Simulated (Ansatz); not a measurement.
Program: Ansatz. Geometries: PBE0-D4/def2-TZVP. ΔE: electronic, gas phase. CCSD(T)/CBS is the MP2 limit (def2-TZVPP, def2-QZVPP) plus CCSD(T) − MP2 in def2-TZVPP, frozen cores. This one scheme is used for every species. DFT in def2-TZVPP. One conformer a species, not always the lowest.

Reaction (ligand exchange at the Si–C bond): `F[SiH](F)C(F)(F)F` + `O[SiH2]O` → `O[SiH2]O[SiH](F)F` + `FC(F)F`

| level | ΔE (kcal/mol) |
| --- | --- |
| ωB97M-V | -42.2 |
| HF/def2-TZVPP | -50.6 |
| HF/def2-QZVPP | -51.2 |
| HF/CBS(def2) | -51.2 |

Q: What does CCSD(T)/CBS give? (An estimate is asked.)

A: Ansatz gave: -43.9 kcal/mol. The listed levels differ from it by 1.7, -6.7, -7.3, -7.3 kcal/mol.

Largest T1 diagnostic among the species: 0.013.

From PBE to PBE0 (25 % exact exchange), in def2-TZVPP and without D4, ΔE moves by −3.5 kcal/mol. In def2-TZVPP, CCSD(T) changes the Hartree–Fock value by +6.2 kcal/mol (the triples alone add +1.0 kcal/mol) and MP2 by +5.4 kcal/mol.

CCSD(T)/CBS has its own doubt, a few kJ/mol and more with outer-core shells, so smaller differences from it don't rank the levels.
